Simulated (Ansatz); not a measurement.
# Redistribution: C2H3Cl2F + C4H9Cl → CCl3F + C5H12

Species: C2H3Cl2F (1,1-dichloro-1-fluoroethane) `CC(F)(Cl)Cl`, singlet; C4H9Cl (1-chloro-2-methylpropane) `CC(C)CCl`, singlet; CCl3F (trichlorofluoromethane) `FC(Cl)(Cl)Cl`, singlet; C5H12 (isopentane) `CCC(C)C`, singlet. The partners trade CH3 for Cl; both sit on C, so the bond types are kept.

Shapes, held fixed at every level: PBE0-D4/def2-TZVP. Flexible molecules stand in one conformer, not always the lowest. Programs: Ansatz 0.2.0. Electronic energies: no zero-point or thermal term.

| level | kind | ΔE (kJ/mol) | less CCSD(T)/CBS estimate |
| --- | --- | --- | --- |
| HF/def2-TZVPP | Hartree–Fock | +73.2 | +14.6 |
| PBE-D4/def2-TZVPP | GGA | +49.5 | -9.1 |
| B3LYP-D4/def2-TZVPP | global hybrid | +56.4 | -2.2 |
| BHLYP-D4/def2-TZVPP | global hybrid | +62.9 | +4.3 |
| PBE0-D4/def2-TZVPP | global hybrid | +55.3 | -3.3 |
| r2SCAN0-D4/def2-TZVPP | global hybrid | +59.4 | +0.8 |
| wB97M-V/def2-TZVPP | range-separated hybrid | +56.4 | -2.2 |
| CCSD(T)/CBS estimate | coupled cluster or CI | +58.6 | 0.0 |

The highest level, CCSD(T)/CBS estimate, gives ΔE = +58.6 kJ/mol; the levels span +49.5 to +73.2. The column of differences is taken from that level and isn't an error. No measured value is set beside it here. The CBS estimate extrapolates MP2 from def2-TZVPP and def2-QZVPP and adds CCSD(T) − MP2 in the triple-zeta set, cores frozen.
